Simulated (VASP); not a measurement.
Input of a VASP 6.6.1 run:

INCAR

```
ALGO = Normal
EDIFF = 1E-7
ENCUT = 520
GGA = PE
ISIF = 2
ISMEAR = -1
LASPH = T
LCHARG = F
LREAL = F
LWAVE = F
NBANDS = 12
NELM = 80
PREC = Accurate
SIGMA = 0.05
```

KPOINTS

```
k-points
0
Gamma
  12 12 11
```

File POSCAR:

```
N
1.0
    2.5194737886      0.0000000000      0.0000000000
   -1.2597368943      2.1819283051      0.0000000000
    0.0000000000      0.0000000000      2.4460020000
N
2
Direct
    0.3333333333      0.6666666667      0.7500000000
    0.6666666667      0.3333333333      0.2500000000
```

Potentials or basis: VASP PAW PBE potentials, release 64 (N).

Launch:

```sh
$ cat potpaw_PBE.64/N/POTCAR > POTCAR
$ mpirun -np 1 vasp_std > vasp.out
```

(1) Estimate the pressure.

(2) Estimate the band gap on the k mesh.

Answers

(1) 10.2 GPa.

(2) none (metal or under the smearing width).
